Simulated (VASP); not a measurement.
Wanted: the native input for a VASP 6.6.1 run.

| Property | Result |
| --- | --- |
| Task | relaxation of cell and atoms |
| Functional | optB86b-vdW |
| Potentials or basis | VASP PAW PBE potentials, release 64 (Sn_d, O) |
| Cutoff | 600 eV |
| k mesh | 6 × 6 × 8 |
| Occupations | fermi-dirac, width 0.05 eV |
| Spin | no spin polarisation |
| Further INCAR settings | ALGO = Fast; EDIFF = 1e-07; IBRION = 2; EDIFFG = -0.02; NSW = 40; ISIF = 3 |

The structure of SnO2 (Cassiterite) lies in POSCAR:

```
SnO2
1.0
    4.7380000000      0.0000000000      0.0000000000
    0.0000000000      4.7380000000      0.0000000000
    0.0000000000      0.0000000000      3.1865000000
Sn O
2 4
Direct
    0.5000000000      0.5000000000      0.5000000000
    0.0000000000      0.0000000000      0.0000000000
    0.8071000000      0.1929000000      0.5000000000
    0.6929000000      0.6929000000      0.0000000000
    0.1929000000      0.8071000000      0.5000000000
    0.3071000000      0.3071000000      0.0000000000
```

The input as run:

INCAR

```
PREC     = Accurate       # precision mode
ENCUT    = 600            # plane-wave cutoff, eV
EDIFF    = 1E-7           # SCF threshold, eV
ISMEAR   = -1             # smearing method
SIGMA    = 0.05           # smearing width, eV
LREAL    = F              # projectors in reciprocal space
LASPH    = T              # aspherical terms in the spheres
NELM     = 60             # most SCF steps
ALGO     = Fast           # electronic algorithm
ISIF     = 3              # what is computed and relaxed
LWAVE    = F              # write WAVECAR
LCHARG   = F              # write CHGCAR
GGA      = MK             # functional
LUSE_VDW = T            
AGGAC    = 0.0          
PARAM1   = 0.1234       
PARAM2   = 1.0          
IBRION   = 2              # ionic algorithm
NSW      = 40             # ionic steps
EDIFFG   = -0.02          # ionic threshold
```

KPOINTS

```
Automatic mesh
0
Gamma
  6 6 8
```

Potentials or basis: VASP PAW PBE potentials, release 64 (Sn_d, O).

Run with:

```bash
$ cat potpaw_PBE.64/Sn_d/POTCAR potpaw_PBE.64/O/POTCAR > POTCAR
$ mpirun -np 1 vasp_std > vasp.out
```

Results of the run:

The relaxed volume is 12.36 Å³/atom. The relaxed cell is a = 4.787 Å, b = 4.787 Å, c = 3.236 Å, α = 90.00°, β = 90.00°, γ = 90.00°. The space group after relaxing (to 0.05 Å) is P4_2/mnm (No. 136). The energy gained by relaxing is 11.8 meV/atom. The ionic steps are 4, the pressure after relaxing is 0.1 GPa and the band gap on the k mesh is 0.82 eV, direct.

Caveat: the PAW data sets were made with another functional, which shifts forces and pressure a little; spin-orbit coupling is left out, which moves the levels of the heavy elements.

It took 5.9 min on 1 thread of Intel(R) Xeon(R) 6975P-C (Granite Rapids), on a shared host, peak memory 0.53 GiB.
